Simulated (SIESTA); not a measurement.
Crystal: CuO (Tenorite).

```
Cu O
1.0
     2.34185   -1.71130    0.00000
     2.34185    1.71130    0.00000
    -0.85003    0.00000    5.05787
Cu O
2 2
Direct
  0.50000 0.00000 0.50000
  0.00000 0.50000 0.00000
  0.41840 0.58160 0.75000
  0.58160 0.41840 0.25000
```

Base run:

| Item | Value |
| --- | --- |
| Program | SIESTA 5.4.2 |
| Functional | PBE |
| Potentials or basis | PseudoDojo 0.4 standard (PBE files) |
| Basis | DZ (energy shift 0.01 Ry) |
| Grid cutoff | 800 Ry |
| Energy shift | 0.01 Ry |
| k mesh | 10 × 10 × 5 |
| Occupations | fermi-dirac, width 0.05 eV |
| Spin | no spin polarisation |

Its results: band gap on the k mesh none (metal or under the smearing width); pressure -7.0 GPa; largest force 0.214 eV/Å.

Task: The run is repeated on the same cell with these changes: basis from DZ (energy shift 0.01 Ry) to SZ (energy shift 0.01 Ry). What comes out?

Result: Band gap on the k mesh none (metal or under the smearing width); pressure 0.5 GPa; largest force 0.163 eV/Å.

Caveats: the basis has no polarisation orbitals; the basis of atomic orbitals isn't converged, which shifts pressures, moduli and gaps; the run has no spin polarisation, though such a crystal can be magnetic; semilocal functionals often make such compounds metallic where correlation or magnetic order opens a gap, which also shifts bond lengths; semicore shells carry a single zeta, which can move pressures by several GPa and volumes by a few percent (some runs); short orbitals over semicore shells can move pressures by several GPa (some runs).
